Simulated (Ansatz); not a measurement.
# O: the cost of one run

Method: DFT PBE+D3(BJ), scalar-relativistic, plane waves, PAW, in Ansatz 0.2.0.

3 further runs of the same task are left out: 3 set aside as unsound or not needed.

### 1 The starting structure

It takes space group Fmmm (No. 69, orthorhombic). Conventional cell: a = 3.378 Å, b = 3.401 Å, c = 8.159 Å, α = 90.00°, β = 90.00°, γ = 90.00°. O (site symmetry mm2) has 1 O at 1.21 Å as nearest neighbours.

Structure file:

```cif
data_structure
_symmetry_space_group_name_H-M 'P 1'
_symmetry_Int_Tables_number 1
_cell_length_a 4.4196
_cell_length_b 4.4151
_cell_length_c 2.3969
_cell_angle_alpha 74.361
_cell_angle_beta 74.155
_cell_angle_gamma 31.484
_cell_volume 23.44
loop_
_atom_site_label
_atom_site_type_symbol
_atom_site_fract_x
_atom_site_fract_y
_atom_site_fract_z
_atom_site_occupancy
O1 O 0.07435 0.07435 0.92565 1
O2 O 0.92565 0.92565 0.07435 1
```

This cell was relaxed beforehand with the same method: volume 11.72 Å³/atom, gap on the mesh none (metal).

### 2 Zero of energy

The reference gives a free energy of -1129.9033 eV, pressure 0.03 GPa, largest force 0.002 eV/Å and gap on the mesh none (metal). It was computed beforehand with the settings of the runs below.

### 3 The disturbance

All atoms moved at random, sigma 0.25 Å a component. Displacements in the unstrained cell, with the mean shift removed:

```tsv
atom	ux (Å)	uy (Å)	uz (Å)
O1	-0.156	0.230	0.066
O2	0.156	-0.230	-0.066
```

### 4 The disturbed cell, one point

Contents of input.yaml:

```yaml
crystal:
  lattice:
    - [0.0, 1.7007220374, 4.0792735047]
    - [1.6890173498, 0.0, 4.0792735047]
    - [1.6890173498, 1.7007220374, 0.0]
  atoms:
    - { symbol: O, position: [0.1963197829, -0.0314072758, 0.9391465361] }
    - { symbol: O, position: [0.8036802171, 1.0314072758, 0.0608534639] }
basis:
  ecutwfc: 420
kpoints:
  mp_grid: { grid: [14, 14, 14] }
hamiltonian:
  xc: pbe
  dispersion: d3bj
scf:
  occupations: { method: gaussian, width: 0.15 }
output:
  forces: true
  stress: true
  eigenvalues: true
```

The run is started by

```bash
$ ansatz run input.yaml --threads 1 --pin off --max-ram 2560MiB --backend cpu --events-out ev --progress --plain --runs-dir out
```

Q: Estimate wall time and peak memory on 1 thread of Arm Neoverse V1, shared host.

About 19 s, with a peak of 0.57 GiB.
